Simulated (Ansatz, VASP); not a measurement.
**One calculation of Rh, two programs**

```
Rh
1.0
    -1.53523    1.53523    1.53523
     1.53523   -1.53523    1.53523
     1.53523    1.53523   -1.53523
Rh
1
Direct
  0.00000 0.00000 0.00000
```

Alike in both runs: task electric field gradients; functional PBE; k mesh 16 × 16 × 16; occupations fermi-dirac, width 0.05 eV; no spin polarisation.

|  | VASP | Ansatz |
| --- | --- | --- |
| version | VASP 6.6.1 | Ansatz 0.2.0 |
| potentials or method | VASP PAW PBE potentials, release 64 (Rh_pv), cutoff 520 eV | all-electron PAW with datasets made for the crystal, scalar-relativistic |

```tsv
	VASP	Ansatz	Ansatz less VASP
pressure (GPa)	0.0	0.0	-0.09
Vzz of the field gradient on the site that differs most (V/Å²)	0.0	0.0	0.00
```

Ansatz ran all-electron here, so the differences hold the error of VASP's frozen core and of both bases. Ansatz warned: «gradients_without_spin_orbit».
